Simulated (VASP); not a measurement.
A run of VASP 6.6.1 is set up as follows.

Contents of INCAR:

```
ALGO     = Normal         # electronic algorithm
EDIFF    = 1E-6           # SCF threshold, eV
ENCUT    = 450            # plane-wave cutoff, eV
GGA      = PE             # functional
ISIF     = 2              # what is computed and relaxed
ISMEAR   = 1              # smearing method
LASPH    = True           # aspherical terms in the spheres
LCHARG   = False          # write CHGCAR
LREAL    = False          # projectors in reciprocal space
LWAVE    = False          # write WAVECAR
NELM     = 80             # most SCF steps
PREC     = Accurate       # precision mode
SIGMA    = 0.1            # smearing width, eV
```

Contents of KPOINTS:

```
k-points
0
Gamma
  10 10 10
```

Contents of POSCAR:

```
Cs                                      
1.0
   -3.0816697326      3.0816697326      3.0816697326
    3.0816697326     -3.0816697326      3.0816697326
    3.0816697326      3.0816697326     -3.0816697326
  Cs            
     1
Direct
     0.0000000000000000    0.0000000000000000    0.0000000000000000
```

Potentials or basis: VASP PAW PBE potentials, release 64 (Cs_sv).

Launch:

```console
$ cat potpaw_PBE.64/Cs_sv/POTCAR > POTCAR
$ mpirun -np 1 vasp_std > vasp.out
```

(1) What does it give for the band gap on the k mesh?

(2) Predict the pressure.

Answers

(1) none (metal or under the smearing width).

(2) 0.0 GPa.
